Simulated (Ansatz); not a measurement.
# InAs: band structure with PBE

**Measured values to compare with.**

From a printed reference work, data compilation, for a bulk crystal of InAs at 4.2 K: band gap 0.418 eV (direct).

The system is InAs.

```
In As
1.0
     0.00000    3.01800    3.01800
     3.01800    0.00000    3.01800
     3.01800    3.01800    0.00000
In As
1 1
Direct
  0.00000 0.00000 0.00000
  0.75000 0.75000 0.75000
```

| Item | Value |
| --- | --- |
| Program | Ansatz 0.2.0 |
| Task | band structure |
| Functional | PBE |
| Potentials or basis | all-electron LAPW, relativistic spinors |
| Cutoff | 283 eV (chosen from the basis error) |
| Basis error allowed | 0.001 eV/atom |
| k mesh | 6 × 6 × 6 |
| Occupations | fermi-dirac, width 0.05 eV |
| Spin | spin-orbit coupling, no magnetisation |

| Quantity | Value |
| --- | --- |
| Pressure | 4.3 GPa |
| Band gap along the path | none (metal or under the smearing width) |

Levels at the corners of the path, in eV from the Fermi level:
| point | band 40 | band 41 | band 42 | band 43 | band 44 | band 45 | band 46 | band 47 | band 48 | band 49 |
| --- | --- | --- | --- | --- | --- | --- | --- | --- | --- | --- |
| Γ | -0.35 | -0.28 | -0.28 | 0.00 | 0.00 | 0.00 | 0.00 | 3.48 | 3.48 | 3.95 |
| X | -5.97 | -2.46 | -2.46 | -2.46 | -2.46 | 1.43 | 1.43 | 1.96 | 1.96 | 9.03 |
| W | -5.80 | -3.14 | -3.08 | -3.04 | -2.94 | 4.02 | 4.18 | 4.20 | 4.21 | 4.76 |
| K | -5.81 | -3.42 | -3.41 | -2.08 | -2.08 | 2.00 | 2.00 | 4.14 | 4.20 | 7.09 |
| Γ | -0.35 | -0.28 | -0.28 | 0.00 | 0.00 | 0.00 | 0.00 | 3.48 | 3.48 | 3.95 |
| L | -5.90 | -1.24 | -1.24 | -0.99 | -0.99 | 0.85 | 0.85 | 4.48 | 4.48 | 4.66 |
| U | -5.81 | -3.42 | -3.41 | -2.08 | -2.08 | 2.00 | 2.00 | 4.14 | 4.20 | 7.09 |
| W | -5.80 | -3.14 | -3.08 | -3.04 | -2.94 | 4.02 | 4.18 | 4.20 | 4.21 | 4.76 |

Run time: 79 s on 1 thread of Arm Neoverse V1, with other jobs on the host, peak memory 0.45 GiB.

A measured gap of InAs is 0.418 eV (direct; 4.2 K; a printed reference work, data compilation); the calculated 0.00 eV misses it by -0.42 eV. The value is that of PBE, without temperature or zero-point motion. Semilocal functionals fall short of measured gaps as a rule.

Caveat: the k mesh is thin for a metal, which can move the energy by tens of meV per atom.
